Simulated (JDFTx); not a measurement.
# InP (F-43m) in JDFTx: notebook

Aim: see how the results for InP move with the level of theory and the settings. Levels: HSE06, PBEsol. Tasks: single point.

All numbers are computed with JDFTx 1.7.0 (patched build); they aren't measurements. Logs are shortened: lines on timing, memory, paths and dates and some standing lists are left out, and cuts for length are marked. The log counts tension as positive stress, the text compression.

**The experiment to reproduce.**

A printed reference work, data compilation reports, for a bulk crystal of InP at 1.6 K: band gap 1.4236 eV (direct).

How close the calculation comes is told below.

### 1 The structure

It takes space group F-43m (No. 216, cubic). The conventional cell has a = 5.861 Å, b = 5.861 Å, c = 5.861 Å, α = 90.00°, β = 90.00°, γ = 90.00°. Around In (site symmetry -43m) lie 4 P at 2.54 Å. P (site symmetry -43m) is surrounded by 4 In at 2.54 Å.

### 2 Single point, HSE06

Contents of InP.in:

```
lattice \
    0.0000000000     5.5378424082     5.5378424082 \
    5.5378424082     0.0000000000     5.5378424082 \
    5.5378424082     5.5378424082     0.0000000000
coords-type Lattice
ion In     0.0000000000     0.0000000000     0.0000000000 1
ion P      0.7500000000     0.7500000000     0.7500000000 1

ion-species pseudo/In.upf
ion-species pseudo/P.upf
elec-cutoff 35 280
elec-ex-corr hyb-HSE06
kpoint-folding 3 3 3
elec-smearing Fermi 0.0018374661
elec-n-bands 15
electronic-SCF nIterations 100 energyDiffThreshold 1e-07
electronic-minimize nIterations 30 energyDiffThreshold 1e-7
converge-empty-states yes
forces-output-coords Cartesian

dump-name run.$VAR
dump End Ecomponents EigStats BandEigs Kpoints Forces Stress
```

Potentials or basis: PseudoDojo-SR-PBE-0.5-standard with smoothed tails.

Run with:

```sh
> jdftx -c 1 -i InP.in -o InP.out
```

The log of the run:

```text
*************** JDFTx 1.7.0 (patched build) ***************

Input parsed successfully to the following command list (including defaults):
[... the input with its defaults ...]

---------- Setting up symmetries ----------

Found 48 point-group symmetries of the bravais lattice
Found 24 space-group symmetries with basis
Applied RMS atom displacement 0 bohrs to make symmetries exact.

---------- Initializing the Grid ----------
R =
[            0      5.53784      5.53784  ]
[      5.53784            0      5.53784  ]
[      5.53784      5.53784            0  ]
unit cell volume = 339.666
G =
[  -0.567295   0.567295   0.567295  ]
[   0.567295  -0.567295   0.567295  ]
[   0.567295   0.567295  -0.567295  ]
Minimum fftbox size, Smin = [  60  60  60  ]
Chosen fftbox size, S = [  60  60  60  ]

---------- Initializing tighter grid for wavefunction operations ----------
R =
[            0      5.53784      5.53784  ]
[      5.53784            0      5.53784  ]
[      5.53784      5.53784            0  ]
unit cell volume = 339.666
G =
[  -0.567295   0.567295   0.567295  ]
[   0.567295  -0.567295   0.567295  ]
[   0.567295   0.567295  -0.567295  ]
Minimum fftbox size, Smin = [  44  44  44  ]
Chosen fftbox size, S = [  48  48  48  ]

---------- Exchange Correlation functional ----------
Initalized omega-PBE short-ranged GGA exchange.
Initalized PBE GGA exchange.
Initalized PBE GGA correlation.
Will include 0.25 x screened exact exchange with range-parameter 0.11

---------- Setting up pseudopotentials ----------
Width of ionic core gaussian charges (only for fluid interactions / plotting) set to 0

Reading pseudopotential file 'pseudo/In.upf':
  'In' pseudopotential, 'PBE' functional
  Generated using ONCVPSP code by D. R. Hamann
  13 valence electrons, 3 orbitals, 6 projectors, 1001 radial grid points, with lMax = 2
    4D    l: 2   occupation: 10.0   eigenvalue: -0.684392
    5S    l: 0   occupation:  2.0   eigenvalue: -0.301765
    5P    l: 1   occupation:  1.0   eigenvalue: -0.092561
  Core radius for overlap checks: 2.17 bohrs.

Reading pseudopotential file 'pseudo/P.upf':
  'P' pseudopotential, 'PBE' functional
  Generated using ONCVPSP code by D. R. Hamann
  5 valence electrons, 2 orbitals, 6 projectors, 1001 radial grid points, with lMax = 2
    3S    l: 0   occupation:  2.0   eigenvalue: -0.513364
    3P    l: 1   occupation:  3.0   eigenvalue: -0.202372
  Core radius for overlap checks: 1.66 bohrs.

Initialized 2 species with 2 total atoms.

Folded 1 k-points by 3x3x3 to 27 k-points.
[... 61 lines left out ...]
LCAOMinimize: Converged (|Delta F|<1.000000e-06 for 2 iters).

-------- Electronic minimization -----------
Will mix electronic density at each iteration.
Constructing ACE exchange operator ... done.

	FillingsUpdate:  mu: +0.286444147  nElectrons: 18.000000
	FillingsUpdate:  mu: +0.277649418  nElectrons: 18.000000
SCF: Cycle:  0   F: -62.277234784203195   dF: -5.319e-02   |Residual|: 1.057e-01   |deigs|: 1.236e-01
	FillingsUpdate:  mu: +0.276578385  nElectrons: 18.000000
SCF: Cycle:  1   F: -62.277524654154192   dF: -2.899e-04   |Residual|: 4.034e-02   |deigs|: 1.518e-02
	FillingsUpdate:  mu: +0.276722469  nElectrons: 18.000000
SCF: Cycle:  2   F: -62.275730289274783   dF: +1.794e-03   |Residual|: 1.037e-02   |deigs|: 7.152e-03
	FillingsUpdate:  mu: +0.277831198  nElectrons: 18.000000
SCF: Cycle:  3   F: -62.276578327452263   dF: -8.480e-04   |Residual|: 6.527e-03   |deigs|: 3.959e-03
	FillingsUpdate:  mu: +0.277970845  nElectrons: 18.000000
SCF: Cycle:  4   F: -62.276273233646421   dF: +3.051e-04   |Residual|: 9.176e-04   |deigs|: 1.202e-03
	FillingsUpdate:  mu: +0.278189391  nElectrons: 18.000000
SCF: Cycle:  5   F: -62.276289481805350   dF: -1.625e-05   |Residual|: 3.682e-04   |deigs|: 2.420e-04
	FillingsUpdate:  mu: +0.278259502  nElectrons: 18.000000
SCF: Cycle:  6   F: -62.276280701323365   dF: +8.780e-06   |Residual|: 3.421e-04   |deigs|: 1.100e-04
[... 114 lines left out ...]
	FillingsUpdate:  mu: +0.278863610  nElectrons: 18.000000
SCF: Cycle:  0   F: -62.275682925583411   dF: -1.128e-04   |Residual|: 1.549e-03   |deigs|: 1.627e-04
	FillingsUpdate:  mu: +0.278863533  nElectrons: 18.000000
SCF: Cycle:  1   F: -62.275689527499594   dF: -6.602e-06   |Residual|: 1.575e-03   |deigs|: 3.018e-06
	FillingsUpdate:  mu: +0.278863466  nElectrons: 18.000000
[... 29 further cycles ...]
SCF: Cycle: 31   F: -62.275677466303776   dF: +1.719e-08   |Residual|: 8.066e-08   |deigs|: 3.123e-08
	FillingsUpdate:  mu: +0.278883284  nElectrons: 18.000000
SCF: Cycle: 32   F: -62.275677487790794   dF: -2.149e-08   |Residual|: 8.353e-08   |deigs|: 4.821e-09
SCF: Converged (|Residual|<1.000000e-07 for 2 iters).

	FillingsUpdate:  mu: +0.278883284  nElectrons: 18.000000
VxxLoop: Iter:  2   F: -62.275677487790794   dF: -1.074e-04
Constructing ACE exchange operator ... done.

	FillingsUpdate:  mu: +0.278888054  nElectrons: 18.000000
SCF: Cycle:  0   F: -62.275718928279929   dF: -4.144e-05   |Residual|: 2.636e-04   |deigs|: 2.389e-05
	FillingsUpdate:  mu: +0.278888081  nElectrons: 18.000000
SCF: Cycle:  1   F: -62.275719278225736   dF: -3.499e-07   |Residual|: 2.626e-04   |deigs|: 1.849e-07
	FillingsUpdate:  mu: +0.278888083  nElectrons: 18.000000
[... 4 further cycles ...]
SCF: Cycle:  6   F: -62.275720305095803   dF: -4.565e-08   |Residual|: 2.763e-04   |deigs|: 1.555e-08
	FillingsUpdate:  mu: +0.278888080  nElectrons: 18.000000
SCF: Cycle:  7   F: -62.275720395254275   dF: -9.016e-08   |Residual|: 2.766e-04   |deigs|: 1.577e-08
SCF: Converged (|Delta E|<1.000000e-07 for 2 iters).
[... 62 lines left out ...]
	FillingsUpdate:  mu: +0.278891087  nElectrons: 18.000000
SCF: Cycle:  0   F: -62.275730227471620   dF: -4.449e-08   |Residual|: 9.792e-07   |deigs|: 5.822e-08
	FillingsUpdate:  mu: +0.278890604  nElectrons: 18.000000
SCF: Cycle:  1   F: -62.275730195618991   dF: +3.185e-08   |Residual|: 1.720e-06   |deigs|: 7.604e-07
	FillingsUpdate:  mu: +0.278890613  nElectrons: 18.000000
[... 4 further cycles ...]
SCF: Cycle:  6   F: -62.275730151134489   dF: -4.675e-09   |Residual|: 9.588e-07   |deigs|: 2.009e-08
	FillingsUpdate:  mu: +0.278890806  nElectrons: 18.000000
SCF: Cycle:  7   F: -62.275730153819318   dF: -2.685e-09   |Residual|: 8.428e-07   |deigs|: 1.974e-08
SCF: Converged (|Delta E|<1.000000e-07 for 2 iters).

	FillingsUpdate:  mu: +0.278890806  nElectrons: 18.000000
VxxLoop: Iter:  8   F: -62.275730153819318   dF: +2.916e-08
Setting wave functions to eigenvectors of Hamiltonian
Converging empty states (this may take a while): |deigs|: 2.900e-08
Computing exact exchange ... done.

# Stress tensor in Cartesian coordinates [Eh/a0^3]:
[ -1.71127e-05            0            0  ]
[            0 -1.71127e-05            0  ]
[            0            0 -1.71127e-05  ]

# Ionic positions in lattice coordinates:
ion In   0.000000000000000   0.000000000000000   0.000000000000000 1
ion P   0.750000000000000   0.750000000000000   0.750000000000000 1

# Forces in Cartesian coordinates:
force In   0.000000000000000  -0.000000000000000   0.000000000000000 1
force P  -0.000000000000000  -0.000000000000000  -0.000000000000000 1

# Energy components:
   Eewald =      -44.8602020983078873
       EH =       18.0381523336835663
     Eloc =      -54.6921669528919026
      Enl =      -13.4317115492752492
      Exc =      -17.3008369721543040
 Exc_core =        7.8816093178661415
      EXX =       -1.4903216757593845
       KE =       43.5797474469563397
-------------------------------------
     Etot =      -62.2757301498826834
       TS =        0.0000000039366367
-------------------------------------
        F =      -62.2757301538193175

IonicMinimize: Iter:   0  F: -62.275730153819318  |grad|_K:  9.386e-36
IonicMinimize: Converged (|grad|_K<1.000000e-04).

#--- Lowdin population analysis ---
# oxidation-state In +0.349
# oxidation-state P -0.306

Dumping 'run.eigStats' ...
	eMin: -0.291655 at state 3 ( [ +0.000000 +0.333333 -0.333333 ] spin 0 )
	HOMO: +0.251368 at state 0 ( [ +0.000000 +0.000000 +0.000000 ] spin 0 )
	mu  : +0.278891
	LUMO: +0.304396 at state 0 ( [ +0.000000 +0.000000 +0.000000 ] spin 0 )
	eMax: +0.674337 at state 2 ( [ +0.000000 +0.333333 +0.333333 ] spin 0 )
	HOMO-LUMO gap: +0.053028
	Optical gap  : +0.053028 at state 0 ( [ +0.000000 +0.000000 +0.000000 ] spin 0 )
Done!
[note: mu as printed may lie anywhere between the filled and the empty levels]
```

It took 12 min on 1 thread of AMD EPYC 9R45 (Zen 5), shared host; peak memory 0.33 GiB.

What came out:

| Property | Result |
| --- | --- |
| Free energy | -1694.6089 eV |
| Pressure | 0.5 GPa |
| Band gap on the k mesh | 1.44 eV, direct |
| Loewdin charges | In +0.35; P -0.31 e |

Caveat: the k mesh is coarse (spacing up to 0.62 Å⁻¹), so the values aren't converged, least of all with exact exchange; this program's HSE differs a little from the usual definition; the hybrid runs on potentials with a model core; the potentials were made for another functional, which shifts forces and pressure; spin-orbit coupling is left out, which moves the levels of the heavy elements.

(Part 1 of 2 ends here.)
